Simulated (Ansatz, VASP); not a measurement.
# Al10In2Ga2As4O15 (amorphous Al2O3 against InGaAs(110), 13.9 A): VASP beside Ansatz

Aim: how closely do two programs agree when they are given the same cell, functional and k mesh? The cell is taken from a series of runs on this material, whose earlier steps may have relaxed, scaled, displaced or heated it; both programs get it as it stands.

Calculated with Ansatz 0.2.0; plane waves, with VASP 6.6.1 beside it; single point at PBE.

**1. The structure**

The cell holds 165 atoms: 10 In, 20 As, 10 Ga, 50 Al and 75 O. Its edges and angles: a = 11.900 Å, b = 8.415 Å, c = 24.944 Å, α = 90.0°, β = 90.0°, γ = 90.0°. It derives from InGaAs2 (5 planes of zincblende GaAs(110)). A slab of 5 planes of zincblende GaAs(110) (starting lattice constant a = 5.95 A), 11.90 x 8.41 A in plane, 50 % of Ga replaced at random by In. 125 atoms (50 Al, 75 O) packed at random between the slab and its periodic image at 3.05 g/cm^3 (a layer of 13.9 A) and pushed apart as soft spheres. Langevin MD at fixed cell with the MACE-MP-0b2 small potential (Batatia et al., arXiv:2401.00096), steps of 1.5 fs: 0.63 ps at 3000 K with the crystal held, 3000 to 550 K in 1.8 ps with the crystal held, 550 to 300 K in 0.9 ps with its inner planes held; soft walls kept the melt out of the crystal while it was held. Then all atoms and the cell's height relaxed. The structure's axis is c.

**2. VASP: single point, PBE**

With cell and atoms fixed, the geometry can't cause a difference; cores, projectors, grids and the points listed under the comparison can.

Lines of VASP's logs that name or quote its potential files are left out, and so is its time.

INCAR reads:

```
SYSTEM = Al10In2Ga2As4O15
PREC = Accurate
ENCUT = 600
EDIFF = 1E-06
NELM = 120
ISMEAR = -1
SIGMA = 0.1
LREAL = Auto
ALGO = Normal
GGA = PE
NBANDS = 595
LORBIT = 11
LWAVE = .FALSE.
LCHARG = .FALSE.
ISIF = 2
LASPH = .TRUE.
GGA_COMPAT = .FALSE.
EFERMI = MIDGAP
```

POSCAR reads:

```
Al10In2Ga2As4O15
1.0
   11.9000000000      0.0000000000      0.0000000000
    0.0000000000      8.4145700000      0.0000000000
    0.0000000000      0.0000000000     24.9437000000
In As Ga Al O
10 20 10 50 75
Direct
    0.9990400000      0.0360400000      0.2862500000
    0.2392800000      0.2717600000      0.0421100000
    0.9940200000      0.0448000000      0.1142000000
    0.2655400000      0.2803400000      0.1975200000
    0.2565000000      0.7762700000      0.1868600000
    0.2249600000      0.7966200000      0.3651100000
    0.2073100000      0.2756600000      0.3598200000
    0.4910100000      0.5320200000      0.2966800000
    0.7279200000      0.7329800000      0.3573300000
    0.7580800000      0.2441800000      0.3723000000
    0.1282800000      0.0067400000      0.0300000000
    0.3949800000      0.7757800000      0.0983600000
    0.4070300000      0.2849700000      0.1124300000
    0.1275100000      0.0368000000      0.1979000000
    0.1234400000      0.5252000000      0.2068100000
    0.3767700000      0.2626400000      0.2896900000
    0.3672900000      0.7923100000      0.2810800000
    0.1079200000      0.5416200000      0.0481600000
    0.0824100000      0.0319400000      0.3843500000
    0.0971200000      0.5384300000      0.3813700000
    0.6707700000      0.0196500000      0.0405900000
    0.8751000000      0.7874700000      0.1287900000
    0.8408800000      0.3434300000      0.1097600000
    0.6243700000      0.0320700000      0.2013700000
    0.6203800000      0.5375700000      0.2080900000
    0.8682500000      0.2935700000      0.2785900000
    0.8802200000      0.7643100000      0.2824700000
    0.6806300000      0.4895300000      0.0560900000
    0.6120900000      0.9942100000      0.3639700000
    0.6061400000      0.4958800000      0.3880100000
[... 129 atom lines left out ...]
    0.9818300000      0.9786600000      0.6178000000
    0.0833900000      0.6142100000      0.6117600000
    0.5164700000      0.3565200000      0.6339500000
    0.9334700000      0.3096400000      0.7101700000
    0.1214400000      0.1488500000      0.7090100000
    0.4533000000      0.1379400000      0.4528000000
```

KPOINTS reads:

```
Automatic mesh
0
Gamma
1 2 1
0 0 0
```

Potentials, in the order of the species: In_d, As, Ga_d, Al and O (PBE family, release 64).

The run is started by

```
$ export OMP_NUM_THREADS=4
$ mpirun -np 1 vasp_std
```

Numbers of over 12 decimals in the logs are rounded to 6 here.

The log of the run:

```text
[banner, memory and clock lines left out]
running    1 mpi-ranks, on    1 nodes
[...]
Offloading initialized ...    1 GPUs detected
[...]
LDA part: xc-table for (Slater+PW92), standard interpolation
 POSCAR, INCAR and KPOINTS ok, starting setup
[...]
entering main loop
       N       E                     dE             d eps       ncg     rms          rms(c)
DAV:   1     0.131828818566E+05    0.13183E+05   -0.41302E+05  2380   0.195E+03
DAV:   2     0.253844019669E+04   -0.10644E+05   -0.99699E+04  2380   0.513E+02
DAV:   3    -0.727946903096E+03   -0.32664E+04   -0.30236E+04  3013   0.244E+02
DAV:   4    -0.118200679722E+04   -0.45406E+03   -0.44663E+03  3616   0.978E+01
[...]
DAV:  19    -0.106155706859E+04    0.49429E-05   -0.15798E-04  2776   0.225E-02    0.121E-02
DAV:  20    -0.106155706962E+04   -0.10243E-05   -0.22805E-05  3280   0.880E-03    0.958E-03
DAV:  21    -0.106155706921E+04    0.40686E-06   -0.63705E-06  2384   0.470E-03
   1 F= -.10615571E+04 E0= -.10614988E+04  d E =-.116541E+00
```

Parts of OUTCAR (step 2):

```text
  FREE ENERGIE OF THE ION-ELECTRON SYSTEM (eV)
  ---------------------------------------------------
  free  energy   TOTEN  =     -1061.5570692090 eV

  energy  without entropy=    -1061.4405280148  energy(sigma->0) =    -1061.49879861

[... 1 further part left out ...]
```

The gap is read on the k-mesh alone, so it is an upper bound where the band edges lie off the mesh.

**3. Ansatz: single point, PBE**

Ansatz runs on its default PAW (the set named soft_2) files.

The same cell, functional, mesh and smearing now go to Ansatz, which takes its cutoff from its data sets.

input.yaml reads:

```yaml
crystal:
  lattice:
    - [11.9, 0.0, 0.0]
    - [0.0, 8.41457, 0.0]
    - [0.0, 0.0, 24.9437]
  atoms:
    - { symbol: In, position: [0.99904, 0.03604, 0.28625] }
    - { symbol: As, position: [0.12828, 0.00674, 0.03] }
    - { symbol: Ga, position: [0.24057, 0.75684, 0.02068] }
    - { symbol: As, position: [0.39498, 0.77578, 0.09836] }
    - { symbol: In, position: [0.23928, 0.27176, 0.04211] }
    - { symbol: As, position: [0.40703, 0.28497, 0.11243] }
    - { symbol: In, position: [0.99402, 0.0448, 0.1142] }
    - { symbol: As, position: [0.12751, 0.0368, 0.1979] }
    - { symbol: Ga, position: [0.99354, 0.54605, 0.13157] }
    - { symbol: As, position: [0.12344, 0.5252, 0.20681] }
    - { symbol: In, position: [0.26554, 0.28034, 0.19752] }
    - { symbol: As, position: [0.37677, 0.26264, 0.28969] }
    - { symbol: In, position: [0.2565, 0.77627, 0.18686] }
    - { symbol: As, position: [0.36729, 0.79231, 0.28108] }
    - { symbol: Ga, position: [0.00427, 0.52528, 0.29071] }
    - { symbol: As, position: [0.10792, 0.54162, 0.04816] }
    - { symbol: As, position: [0.08241, 0.03194, 0.38435] }
    - { symbol: In, position: [0.22496, 0.79662, 0.36511] }
    - { symbol: In, position: [0.20731, 0.27566, 0.35982] }
    - { symbol: As, position: [0.09712, 0.53843, 0.38137] }
    - { symbol: Ga, position: [0.49815, 0.01965, 0.28235] }
    - { symbol: As, position: [0.67077, 0.01965, 0.04059] }
    - { symbol: Ga, position: [0.75765, 0.76264, 0.04861] }
    - { symbol: As, position: [0.8751, 0.78747, 0.12879] }
    - { symbol: Ga, position: [0.82562, 0.22177, 0.00427] }
    - { symbol: As, position: [0.84088, 0.34343, 0.10976] }
    - { symbol: Ga, position: [0.52148, 0.02575, 0.11217] }
    - { symbol: As, position: [0.62437, 0.03207, 0.20137] }
    - { symbol: Ga, position: [0.5236, 0.53939, 0.11942] }
    - { symbol: As, position: [0.62038, 0.53757, 0.20809] }
[... 129 atom lines left out ...]
    - { symbol: O, position: [0.98183, 0.97866, 0.6178] }
    - { symbol: O, position: [0.08339, 0.61421, 0.61176] }
    - { symbol: O, position: [0.51647, 0.35652, 0.63395] }
    - { symbol: O, position: [0.93347, 0.30964, 0.71017] }
    - { symbol: O, position: [0.12144, 0.14885, 0.70901] }
    - { symbol: O, position: [0.4533, 0.13794, 0.4528] }
kpoints:
  mp_grid: { grid: [1, 2, 1] }
hamiltonian:
  xc: pbe
scf:
  occupations: { method: fermi_dirac, width: 0.1 }
output:
  forces: true
  stress: true
  populations: true
  dos:
    method: { smearing: { sigma: 0.08 } }
    de: 0.05
    projected:
      site_lists:
        layer_1: [1, 2, 3, 4, 5, 6, 15, 21, 22, 24, 25, 26, 35]
        layer_2: [7, 8, 9, 10, 12, 23, 27, 28, 29, 30, 32]
        layer_3: [0, 11, 13, 14, 20, 31, 33, 34]
        layer_4: [16, 17, 18, 19, 36, 37, 38, 39, 45, 94]
        layer_5: [56, 62, 67, 68, 70, 76, 81, 84, 86, 89, 97, 99, 101, 107, 113, 120, 122, 126, 130, 131, 136, 147, 150, 152, 164]
        layer_6: [42, 43, 54, 64, 74, 75, 77, 78, 83, 85, 87, 98, 106, 114, 121, 124, 125, 133, 143, 144, 145, 154, 159, 160, 161]
        layer_7: [46, 49, 51, 52, 55, 57, 58, 61, 72, 90, 100, 110, 111, 115, 116, 118, 119, 123, 127, 128, 140, 149, 156, 162, 163]
        layer_8: [48, 50, 53, 60, 63, 65, 66, 73, 79, 92, 96, 103, 104, 112, 117, 129, 134, 139, 141, 146, 151, 153, 155, 157, 158]
        layer_9: [40, 41, 44, 47, 59, 69, 71, 80, 82, 88, 91, 93, 95, 102, 105, 108, 109, 132, 135, 137, 138, 142, 148]
  eigenvalues: true
  write_density: true
  write_potential: true
  volumetric_format: npy
```

The run is started by

```
$ ansatz run input.yaml --threads 8 --pin off --max-ram 15872MiB --backend cpu --events-out ev --progress --plain --runs-dir out
```

The log of the run:

```text
Engine: ansatz 0.2.0, aarch64-unknown-linux-gnu
Pseudopotentials: kind: paw
Pseudopotential: In, paw, valence charge 13, recommended cutoff 420 eV (normal), In.paw.azcp
Pseudopotential: As, paw, valence charge 15, recommended cutoff 420 eV (normal), As.paw.azcp
Pseudopotential: Ga, paw, valence charge 13, recommended cutoff 420 eV (normal), Ga.paw.azcp
Pseudopotential: Al, paw, valence charge 3, recommended cutoff 420 eV (normal), Al.paw.azcp
Pseudopotential: O, paw, valence charge 6, recommended cutoff 420 eV (normal), O.paw.azcp
Functional definition: PBE
  parameter kappa = 0.804
  parameter beta = 0.066725
  exchange = pbe_x(kappa = kappa, mu = beta*pi^2/3)
  correlation = pbe_c(beta = beta)
Crystal: 165 atoms, lattice volume = 2497.697 Å³
Basis set: ecut = 420 eV, 48793 PW (Γ), exchange–correlation on 160×120×360 points (8 copies of the dense FFT grid, shifted against one another)
Bands: 745, of which v1, the nominal top of the filled ones, is band 580 counted from 1 (579 counted from 0)
Symmetry: 1 space group operations
Space group: P1 (ITA 1), of the structure as read, at distance tolerance 1.4e-4 Å
k-points: 2
Non-local potential: In, projectors of the file, l = 0: 2, l = 1: 2, l = 2: 2, l = 3: 2
Non-local potential: As, projectors of the file, l = 0: 2, l = 1: 2, l = 2: 3, l = 3: 1
Non-local potential: Ga, projectors of the file, l = 0: 2, l = 1: 2, l = 2: 3, l = 3: 1
Non-local potential: Al, projectors of the file, l = 0: 2, l = 1: 2, l = 2: 1
Non-local potential: O, projectors of the file, l = 0: 2, l = 1: 2, l = 2: 1
PAW form: soft (Blöchl's): semilocal exchange-correlation on the pseudo side does not see the compensation charge
PAW one-centre angular grid: In, 590 points (default); XC on 64 Gauss nodes
PAW one-centre angular grid: As, 590 points (default); XC on 64 Gauss nodes
PAW one-centre angular grid: Ga, 590 points (default); XC on 64 Gauss nodes
PAW one-centre angular grid: Al, 110 points (default); XC on 64 Gauss nodes
PAW one-centre angular grid: O, 110 points (default); XC on 64 Gauss nodes
Initial density: superposition of atomic densities (neutral atoms: chi_scale 0, normalization atom), corrected by the library's trained network
Initial wavefunctions: pseudopotential atomic-orbital guess
Functional: x = pbe(κ = 0.804, μ = 0.219515), c = pbe(β = 0.066725)
SCF iter   1: F=—  HF=-260529.893601 eV  |F-HF|=—  |Δ(HF+E_count)|=         —  Δρ=2.69e-3  dr2=6.45e-1  ethr=1.77e-3  ⟨swp⟩=6.0  Hψ=6261  notcnv=0  defer=130
preconditioner: auto → LDOS  [insulator: Δε(μ)=0.401 eV  Ē_g=14.312 eV  σ=0.100 eV  W_gap=0.76  n_scr=604 (ndim 8)  ℏωp=23.0 eV  f_vac=0.072  D(μ)=2.62/eV (n_scr^D=2)  ε∞_Penn≈3.6  β→1.0]
SCF iter   2: F=—  HF=-260530.390748 eV  |F-HF|=—  |Δ(HF+E_count)|=   4.97e-1  Δρ=5.83e-3  dr2=2.73e0  ethr=5.56e-5  ⟨swp⟩=2.0  Hψ=2812  notcnv=0  defer=266
SCF iter   3: F=—  HF=-260529.777915 eV  |F-HF|=—  |Δ(HF+E_count)|=   6.13e-1  Δρ=1.50e-3  dr2=1.12e-1  ethr=5.56e-5  ⟨swp⟩=2.0  Hψ=2783  notcnv=0  defer=207
SCF iter   4: F=—  HF=-260529.758686 eV  |F-HF|=—  |Δ(HF+E_count)|=   1.92e-2  Δρ=4.21e-4  dr2=1.49e-2  ethr=9.67e-6  ⟨swp⟩=2.0  Hψ=2076  notcnv=0  defer=207
SCF iter   5: F=—  HF=-260529.755747 eV  |F-HF|=—  |Δ(HF+E_count)|=   2.94e-3  Δρ=1.36e-4  dr2=5.41e-4  ethr=1.28e-6  ⟨swp⟩=2.0  Hψ=1782  notcnv=0  defer=207
SCF iter   6: F=—  HF=-260529.755675 eV  |F-HF|=—  |Δ(HF+E_count)|=   7.14e-5  Δρ=3.84e-5  dr2=5.43e-5  ethr=4.67e-8  ⟨swp⟩=2.0  Hψ=2189  notcnv=0  defer=207
SCF iter   7: F=—  HF=-260529.755085 eV  |F-HF|=—  |Δ(HF+E_count)|=   5.90e-4  Δρ=1.58e-5  dr2=5.68e-6  ethr=4.68e-9  ⟨swp⟩=2.0  Hψ=2451  notcnv=0  defer=219
SCF iter   8: F=—  HF=-260529.755088 eV  |F-HF|=—  |Δ(HF+E_count)|=   2.76e-6  Δρ=6.53e-6  dr2=1.01e-6  ethr=4.90e-10  ⟨swp⟩=2.0  Hψ=2190  notcnv=0  defer=219
SCF iter   9: F=—  HF=-260529.755088 eV  |F-HF|=—  |Δ(HF+E_count)|=   5.37e-7  Δρ=2.31e-6  dr2=1.16e-7  ethr=8.72e-11  ⟨swp⟩=2.0  Hψ=2190  notcnv=0  defer=219
SCF iter  10: F=-260529.755088 eV  HF=-260529.755088 eV  |F-HF|=7.83e-9  |Δ(HF+E_count)|=   1.06e-7  Δρ=1.00e-6  dr2=2.19e-8  ethr=8.62e-12  ⟨swp⟩=19.5  Hψ=10668  notcnv=0
SCF 1 converged in 10 iterations: F = -260529.755088 eV  dr2 = 2.19e-8
  greatest PAW one-centre occupation: 0.999 electrons in one spin orbital (limit 2), on the As atom at site 35 (counted from 0), in its partial waves of l = 2
SCF converged after 10 iterations
Free energy (F): -260529.755088 eV
Harris-Foulkes:  -260529.755088 eV  (|F-HF|=7.83e-9)
Internal energy: -260529.640345 eV  (E = F + TS)
E sigma→0 (E₀):  -260529.697717 eV
Entropy (-TS):   -0.114743 eV (-0.695 meV/atom)
Fermi energy:    7.012845 eV
--- Per-component energies (eV) ---
  E_band       = -7795.472653
  E_kinetic    = 20221.617637
  E_local      = -123037.304715  (includes V_loc(G=0)·N_el)
  E_nonlocal   = -1418.677015
  E_hartree    = 56807.954586
  E_xc         = -12013.614039
[...]
--- Löwdin populations: 165 sites ---
  site symbol       q [e]
     0     In     12.7483
     1     As     15.1964
     2     Ga     12.6317
     3     As     15.0543
     4     In     12.5263
     5     As     15.1103
     6     In     12.6989
     7     As     15.2401
     8     Ga     12.9810
     9     As     15.1291
    10     In     12.7454
    11     As     15.1818
    12     In     12.7101
    13     As     15.1936
    14     Ga     12.9462
    15     As     15.1892
    16     As     15.1969
    17     In     12.5292
    18     In     12.5812
    19     As     15.2425
    20     Ga     12.9343
    21     As     15.1322
    22     Ga     12.7512
    23     As     15.0726
[...]
157      O      6.8126
   158      O      6.8275
   159      O      6.8265
   160      O      6.8465
   161      O      6.7914
   162      O      6.8041
   163      O      6.8263
   164      O      6.8803
  spilling = 0.005118 (of n_electrons = 1160.000000)
```

**4. Side by side**

Known differences besides the potentials themselves: the data sets hold 1160 valence electrons in Ansatz (on its default PAW (the set named soft_2) files) and 960 in VASP; the cutoff is 420 eV in Ansatz and 600 eV in VASP (PREC = Accurate, projectors in real space). Total energies have different zeros and are not compared.

The two programs side by side:

| quantity | Ansatz | VASP | difference |
| --- | --- | --- | --- |
| pressure (GPa) | -0.53 | -0.66 | +0.13 |
| gap on the k mesh (eV) | 0.379 | 0.375 | +0.004 |

At this near-relaxed geometry the largest component of a force difference is 64 meV/Å. A gap on the mesh is an upper bound, since the band edges may lie between its points.

**5. Summary of results**

| Quantity | Value |
| --- | --- |
| difference in gap on the k mesh (single point, PBE) | 0.0037 eV |
| r.m.s. force difference (single point, PBE) | 10 meV/Å |

The r.m.s. force difference is 10 meV/Å (single point, PBE), within the 12 meV/Å picked in this series as the mark of a large difference. The data sets hold unlike numbers of valence electrons (1160 in Ansatz and 960 in VASP), so part of the differences comes from the potentials. Such differences can come from data sets, numerical settings and the points named under the comparisons, not from the functional's error against experiment.

[Lines on the potential files, build, host, timing and source positions are cut from VASP's logs without a mark.]

[Logs are printed without paths, hosts, clocks, repeated set-up lines and the standing remarks that a program may print on its own settings, such as how far it seeks lower states.]

[Hosts, paths, dates, database ids (printed as entryN), source tags and the programs' standing remarks are cut or masked in the printed files.]
